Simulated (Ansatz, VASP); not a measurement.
## Pb in VASP and in Ansatz

```xyz
2
Lattice="3.4566 0.0000 0.0000 -1.7283 2.9935 0.0000 0.0000 0.0000 5.5525" Properties=species:S:1:pos:R:3 pbc="T T T"
Pb    1.7283    0.9978    4.1644
Pb    0.0000    1.9957    1.3881
```

Change from the starting cell: volume scaled by 0.98.

Alike in both runs: task single point; functional PBE; k mesh 9 × 9 × 5; occupations fermi-dirac, width 0.05 eV; no spin polarisation.

|  | VASP | Ansatz |
| --- | --- | --- |
| version | VASP 6.6.1 | Ansatz 0.2.0 |
| potentials or method | VASP PAW PBE potentials, release 64 (Pb_d) | Ansatz PAW |
| plane-wave cutoff (eV) | 520 | 420 |
| valence electrons in the cell | 28 | 28 |

VASP gave:

```
gap on the k mesh at the Fermi level (eV)       : none
pressure (GPa)                                  : 5.3
largest component of the traceless stress (GPa) : 2.87
```

Task: What did Ansatz give for the same quantities?

Result: gap on the k mesh at the Fermi level (eV): none; pressure (GPa): 5.3; largest component of the traceless stress (GPa): 2.88.

A gap of «none» marks a metal or a gap that the smearing closes. The functional is the same, so the differences come from potentials, cutoffs and numerics.

Spin-orbit coupling is left out, which matters for the levels of Pb.
